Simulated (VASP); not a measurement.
# Sb (I4/mmm) in VASP: notebook

The runs below take Sb through single point, with r2SCAN.

All numbers are computed with VASP 6.6.1; they aren't measurements. Logs are shortened: lines on timing, memory, paths and dates and some standing lists are left out, and cuts for length are marked.

## Step 1: The crystal as given

The structure is tetragonal, space group I4/mmm (No. 139). Conventional cell: a = 3.153 Å, b = 3.153 Å, c = 5.424 Å, α = 90.00°, β = 90.00°, γ = 90.00°. Sb (site symmetry 4/mmm) is surrounded by 12 Sb at 3.15 to 3.51 Å.

This isn't the form of Sb at room conditions, which is rhombohedral.

## Step 2: Single point, r2SCAN

Contents of INCAR:

```
ADDGRID = False
ALGO = Normal
EDIFF = 1E-6
ENCUT = 300
ISIF = 2
ISMEAR = 0
LASPH = True
LCHARG = False
LMIXTAU = True
LREAL = False
LWAVE = False
METAGGA = R2SCAN
NBANDS = 8
NELM = 100
PREC = Accurate
SIGMA = 0.05
```

Contents of KPOINTS:

```
k-points
0
Gamma
  4 4 4
```

Contents of POSCAR:

```
Sb
1.0
   -1.5765401831      1.5765401831      2.7119384313
    1.5765401831     -1.5765401831      2.7119384313
    1.5765401831      1.5765401831     -2.7119384313
Sb
1
Direct
    0.0000000000      0.0000000000      0.0000000000
```

Potentials or basis: VASP PAW PBE potentials, release 64 (Sb).

On the command line:

```bash
$ cat potpaw_PBE.64/Sb/POTCAR > POTCAR
$ mpirun -np 1 vasp_std > vasp.out
```

OUTCAR:

```text
EDIFF = 1E-6
   ENCUT = 300
   ISIF = 2
   ISMEAR = 0
   LASPH = True
   LREAL = False
   METAGGA = R2SCAN
   NELM = 100
   PREC = Accurate

 Found     13 irreducible k-points:

 Following reciprocal coordinates:
            Coordinates               Weight
  0.000000  0.000000  0.000000      1.000000
  0.250000  0.000000  0.000000      8.000000
  0.500000  0.000000  0.000000      4.000000
  0.250000  0.250000 -0.000000      8.000000
  0.500000  0.250000 -0.000000     16.000000
 -0.250000  0.250000  0.000000      4.000000
   k-points           NKPTS =     13   k-points in BZ     NKDIM =     13   number of bands    NBANDS=      8
   number of dos      NEDOS =    301   number of ions     NIONS =      1
   total plane-waves  NPLWV =   8000
   dimension x,y,z NGX =    20 NGY =   20 NGZ =   20
   dimension x,y,z NGXF=    40 NGYF=   40 NGZF=   40
   ions per type =               1
   NGX,Y,Z   is equivalent  to a cutoff of   9.47,  9.47,  9.47 a.u.
   NGXF,Y,Z  is equivalent  to a cutoff of  18.94, 18.94, 18.94 a.u.
 SYSTEM =  unknown system
   PREC   = accura    normal or accurate (medium, high low for compatibility)
   ISTART =      0    job   : 0-new  1-cont  2-samecut
   ICHARG =      2    charge: 1-file 2-atom 10-const
   ISPIN  =      1    spin polarized calculation?
   LNONCOLLINEAR =      F non collinear calculations
   LSORBIT =      F    spin-orbit coupling
   LASPH  =      T    aspherical Exc in radial PAW
   ENCUT  =  300.0 eV  22.05 Ry    4.70 a.u.   4.96  4.96  4.96*2*pi/ulx,y,z
   NELM   =    100;   NELMIN=  2; NELMDL= -5     # of ELM steps
   EDIFF  = 0.1E-05   stopping-criterion for ELM
   LREAL  =      F    real-space projection
   EDIFFG = 0.1E-04   stopping-criterion for IOM
   NSW    =      0    number of steps for IOM
   IBRION =     -1    ionic relax: 0-MD 1-quasi-New 2-CG
   NFREE  =      0    steps in history (QN), initial steepest desc. (CG)
   ISIF   =      2    stress and relaxation
   ISYM   =      2    0-nonsym 1-usesym 2-fastsym
   POTIM  = 0.5000    time-step for ionic-motion
   TEBEG  =    0.0;   TEEND  =   0.0 temperature during run
   PSTRESS=    0.0 pullay stress
   NELECT =       5.0000    total number of electrons
   NUPDOWN=      -1.0000    fix difference up-down
   EMIN   =  10.00;   EMAX   =-10.00  energy-range for DOS
   EFERMI =   0.00;   METHOD = LEGACY
   ISMEAR =     0;   SIGMA  =   0.05  broadening in eV -4-tet -1-fermi 0-gaus
   EFERMI_NEDOS =   21; number of points for ismear=-14 and -15
   IALGO  =     38    algorithm
   IMIX   =      4    mixing-type and parameters
     AMIX     =   0.40;   BMIX     =  1.00
     AMIX_MAG =   1.60;   BMIX_MAG =  1.00
  volume/ion in A,a.u.               =      26.96       181.95
  Fermi-wavevector in a.u.,A,eV,Ry     =   0.933573  1.764197 11.858269  0.871558
  Thomas-Fermi vector in A             =   2.060288
   LORBIT       =      0    0 simple, 1 ext, 2 COOP (PROOUT), +10 PAW based schemes
   METAGGA = R2SCAN    functional components
   LHFCALC =     F    Hartree Fock is set to
   AEXX    =    0.0000 exact exchange contribution
   IVDW    =     0    specifies the selected vdW correction
   LEPSILON=     F    determine dielectric tensor
   LRPA    =     F    only Hartree local field effects (RPA)
 non-spin polarized calculation
 Gauss-broadening in eV      SIGMA  =   0.05
  energy-cutoff  :      300.00
  volume of cell :       26.96
 maximum number of plane-waves:       328
   NGX =  9   NGY =  9   NGZ =  9

 number of electron       4.9999998 magnetization

 Free energy of the ion-electron system (eV)
  ---------------------------------------------------
  ext. energy  EPLUGINS =         0.00000000
  ---------------------------------------------------
  free energy    TOTEN  =       -25.23466105 eV

  energy without entropy =      -25.22990294  energy(sigma->0) =      -25.23228199

 E-fermi :   8.4848     XC(G=0): -10.8140

 val. band max:        7.8557880647   @ k =   0.2500   0.2500   0.2500
 cond. band min:       8.5161526447   @ k =   0.5000   0.2500  -0.0000
 fundamental gap:      0.6603645799
 Fermi energy:         8.4847872773

 k-point     1 :       0.0000    0.0000    0.0000
  band No.  band energies     occupation
      1      -5.1541      2.00000
      2      13.3259      0.00000
      3      14.1848      0.00000
      4      14.1849      0.00000
      5      18.1660      0.00000
      6      19.6730      0.00000
      7      19.7346      0.00000
      8      19.7346      0.00000

 k-point     2 :       0.2500    0.0000    0.0000
  band No.  band energies     occupation
      1      -3.8396      2.00000
      2       7.6843      2.00000
      3      11.5387      0.00000
      4      14.0477      0.00000
      5      16.1118      0.00000
      6      18.4391      0.00000
      7      21.1522      0.00000
      8      22.0156      0.00000

 k-point     3 :       0.5000    0.0000    0.0000
  band No.  band energies     occupation
      1      -1.0647      2.00000
      2       2.3099      2.00000
      3      10.2798      0.00000
      4      14.1285      0.00000
      5      14.9961      0.00000
      6      19.2023      0.00000
      7      19.7142      0.00000
      8      19.7980      0.00000

 k-point     4 :       0.2500    0.2500   -0.0000
  band No.  band energies     occupation
      1      -1.9553      2.00000
      2       6.7274      2.00000
      3       7.2630      2.00000
      4      10.3621      0.00000
      5      16.3943      0.00000
      6      19.2186      0.00000
      7      19.5968      0.00000
      8      22.9396      0.00000

 k-point     5 :       0.5000    0.2500   -0.0000
  band No.  band energies     occupation
      1      -0.3061      2.00000
      2       3.9557      2.00000
      3       8.5162      0.37500
      4       9.4127      0.00000
      5      14.3180      0.00000
      6      17.9753      0.00000
      7      19.4805      0.00000
      8      24.4489      0.00000

 k-point     6 :      -0.2500    0.2500    0.0000
  band No.  band energies     occupation
      1      -3.1666      2.00000
      2       9.5523      0.00000
      3       9.8751      0.00000
      4      10.8242      0.00000
      5      14.7535      0.00000
      6      16.4075      0.00000
      7      20.1206      0.00000
      8      21.3032      0.00000

 [... further k-points ...]

------------------------ aborting loop because EDIFF is reached ----------------------------------------

  FORCE on cell =-STRESS in cart. coord.  units (eV):
  Direction    XX          YY          ZZ          XY          YZ          ZX
  --------------------------------------------------------------------------------------
  -------------------------------------------------------------------------------------
  Total        0.4245578      0.4245578     -0.8589568      0.0000000     -0.0000000      0.0000000
  in kB       25.2288532     25.2288532    -51.0425058      0.0000000     -0.0000000      0.0000000
  external PRESSURE =      -0.1949331 kB  Pullay stress =       0.0000000 kB

 VOLUME and BASIS-vectors are now :
 -----------------------------------------------------------------------------
  energy-cutoff  :      300.00
  volume of cell :       26.96
      direct lattice vectors                 reciprocal lattice vectors
    -1.576540183  1.576540183  2.711938431     0.000000000  0.317150178  0.184369967
     1.576540183 -1.576540183  2.711938431     0.317150178  0.000000000  0.184369967
     1.576540183  1.576540183 -2.711938431     0.317150178  0.317150178  0.000000000

 POSITION                                       TOTAL-FORCE (eV/Angst)
 -----------------------------------------------------------------------------------
      0.00000      0.00000      0.00000        -0.000000     -0.000000     -0.000000
 -----------------------------------------------------------------------------------
    total drift:                                0.000000     -0.000000     -0.000000

  FREE ENERGIE OF THE ION-ELECTRON SYSTEM (eV)
  ---------------------------------------------------
  free  energy   TOTEN  =       -25.2346610456 eV

  energy  without entropy=      -25.2299029419  energy(sigma->0) =      -25.23228199
```

It took 8.6 s on 1 thread of Intel Xeon Platinum 8375C at 2.90GHz (Ice Lake), shared host; peak memory 0.12 GiB.

The run converged, but some of its settings lie outside the range that counts as converged, so its numbers aren't taken as properties of the crystal.

What came out:

```
Free energy            : -25.2347 eV
Pressure               : 0.0 GPa
Band gap on the k mesh : none (metal or under the smearing width)
```

Caveat: the k mesh is coarse (spacing up to 0.70 Å⁻¹), so the values aren't converged; the PAW data sets were made with another functional, which shifts forces and pressure a little.

## Step 3: Single point, r2SCAN

INCAR is that of step 2.

KPOINTS is that of step 2.

Contents of POSCAR:

```
Sb
1.0
   -1.5638750000      1.6131910000      2.7402030000
    1.6104090000     -1.5604430000      2.7365900000
    1.5281950000      1.5247630000     -2.7095380000
Sb
1
Direct
    0.0004760000      0.0218010000      0.0165680000
```

Potentials or basis: VASP PAW PBE potentials, release 64 (Sb).

On the command line:

```bash
$ cat potpaw_PBE.64/Sb/POTCAR > POTCAR
$ mpirun -np 1 vasp_std > vasp.out
```

OUTCAR:

```text
EDIFF = 1E-6
   ENCUT = 300
   ISIF = 2
   ISMEAR = 0
   LASPH = True
   LREAL = False
   METAGGA = R2SCAN
   NELM = 100
   PREC = Accurate

 Found     36 irreducible k-points:

 Following reciprocal coordinates:
            Coordinates               Weight
  0.000000  0.000000  0.000000      1.000000
  0.250000 -0.000000  0.000000      2.000000
  0.500000 -0.000000  0.000000      1.000000
  0.000000  0.250000  0.000000      2.000000
  0.250000  0.250000  0.000000      2.000000
  0.500000  0.250000 -0.000000      2.000000
[... 141 lines left out ...]

------------------------ aborting loop because EDIFF is reached ----------------------------------------

  FORCE on cell =-STRESS in cart. coord.  units (eV):
  Direction    XX          YY          ZZ          XY          YZ          ZX
  --------------------------------------------------------------------------------------
  -------------------------------------------------------------------------------------
  Total        0.5493443      0.5553555     -1.0388655      0.0551058      0.1333439      0.1511802
  in kB       32.6441573     33.0013618    -61.7333936      3.2745987      7.9238104      8.9837103
  external PRESSURE =       1.3040418 kB  Pullay stress =       0.0000000 kB

 VOLUME and BASIS-vectors are now :
 -----------------------------------------------------------------------------
  energy-cutoff  :      300.00
  volume of cell :       26.96
      direct lattice vectors                 reciprocal lattice vectors
    -1.563875000  1.613191000  2.740203000     0.002055809  0.316948054  0.179518554
     1.610409000 -1.560443000  2.736590000     0.317083613  0.001847581  0.179876686
     1.528195000  1.524763000 -2.709538000     0.322328449  0.322401118 -0.005843793

 POSITION                                       TOTAL-FORCE (eV/Angst)
 -----------------------------------------------------------------------------------
      0.05968     -0.00799      0.01607         0.000000      0.000000      0.000000
 -----------------------------------------------------------------------------------
    total drift:                                0.000001      0.000001     -0.000001

  FREE ENERGIE OF THE ION-ELECTRON SYSTEM (eV)
  ---------------------------------------------------
  free  energy   TOTEN  =       -25.2292427009 eV

  energy  without entropy=      -25.2278402461  energy(sigma->0) =      -25.22854147
```

OSZICAR:

```text
N       E                     dE             d eps       ncg     rms          rms(c)
DAV:   1    -0.197708823268E+02   -0.19771E+02   -0.13289E+03   576   0.264E+02
DAV:   2    -0.257919816776E+02   -0.60211E+01   -0.55952E+01   808   0.431E+01
DAV:   3    -0.258558639346E+02   -0.63882E-01   -0.63866E-01   712   0.476E+00
DAV:   4    -0.258559491276E+02   -0.85193E-04   -0.85192E-04   888   0.211E-01
DAV:   5    -0.258559492448E+02   -0.11720E-06   -0.11713E-06   768   0.550E-03    0.153E+00
DAV:   6    -0.251131346233E+02    0.74281E+00   -0.11779E-01   664   0.238E+00    0.987E-01
DAV:   7    -0.252996183426E+02   -0.18648E+00   -0.99799E-02   576   0.215E+00    0.138E-01
DAV:   8    -0.252290321815E+02    0.70586E-01   -0.49219E-02   696   0.156E+00    0.757E-02
DAV:   9    -0.252283119885E+02    0.72019E-03   -0.48967E-04   768   0.154E-01    0.915E-02
DAV:  10    -0.252273499083E+02    0.96208E-03   -0.18730E-03   584   0.295E-01    0.447E-02
DAV:  11    -0.252282317982E+02   -0.88189E-03   -0.66437E-04   800   0.200E-01    0.459E-02
DAV:  12    -0.252289113497E+02   -0.67955E-03   -0.11645E-04   608   0.713E-02    0.366E-02
DAV:  13    -0.252291114742E+02   -0.20012E-03   -0.55635E-05   664   0.576E-02    0.249E-02
DAV:  14    -0.252292394604E+02   -0.12799E-03   -0.14827E-04   624   0.907E-02    0.210E-03
DAV:  15    -0.252292419753E+02   -0.25149E-05   -0.91943E-06   792   0.284E-02    0.194E-03
DAV:  16    -0.252292427009E+02   -0.72555E-06   -0.12908E-07   448   0.258E-03
   1 F= -.25229243E+02 E0= -.25228541E+02  d E =-.140245E-02
```

Wall time 15 s (1 thread of Intel Xeon Platinum 8375C at 2.90GHz (Ice Lake), shared host); peak memory 0.12 GiB.

The run converged, but some of its settings lie outside the range that counts as converged, so its numbers aren't taken as properties of the crystal.

What came out:

```yaml
Free_energy: -25.2292 eV
Pressure: 0.1 GPa
Band_gap_on_the_k_mesh: none (metal or under the smearing width)
```

Caveat: the k mesh is coarse (spacing up to 0.72 Å⁻¹), so the values aren't converged; the PAW data sets were made with another functional, which shifts forces and pressure a little.

[end of part 1 of 3]
